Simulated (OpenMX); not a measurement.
BaTiO3:

```
Ba Ti O
1.0
     3.99980    0.00000    0.00000
     0.00000    3.99980    0.00000
     0.00000    0.00000    4.01800
Ba Ti O
1 1 3
Direct
  0.00000 0.00000 0.00000
  0.50000 0.50000 0.49000
  0.00000 0.50000 0.51700
  0.50000 0.00000 0.51700
  0.50000 0.50000 0.01900
```

Base run:

```yaml
Program: OpenMX 3.8.5
Functional: PBE
Potentials_or_basis: OpenMX 2013 PBE set, Ba10.0-s3p2d2, Ti7.0-s3p2d2, O6.0-s2p2d1, grid cutoff 400 Ry
k_mesh: 5 × 5 × 5
Occupations: fermi-dirac, width 0.05 eV
Spin: no spin polarisation
```

Its results: band gap on the k mesh 1.55 eV, indirect (least direct gap 1.77 eV); pressure 3.9 GPa; largest force 0.447 eV/Å.

Question: The run is repeated on the same cell with these changes: functional from PBE to LDA; potentials or basis from OpenMX 2013 PBE set, Ba10.0-s3p2d2, Ti7.0-s3p2d2, O6.0-s2p2d1, grid cutoff 400 Ry to OpenMX 2013 LDA set, Ba10.0-s3p2d2, Ti7.0-s3p2d2, O6.0-s2p2d1, grid cutoff 400 Ry. What comes out?

Answer: Band gap on the k mesh 1.48 eV, indirect (least direct gap 1.70 eV); pressure -6.5 GPa; largest force 0.504 eV/Å.

Caveats: spin-orbit coupling is left out, which moves the levels of the heavy elements; the mesh misses the band edges, which the band path finds closer together; the basis of atomic orbitals isn't converged, which shifts pressures, moduli and gaps.
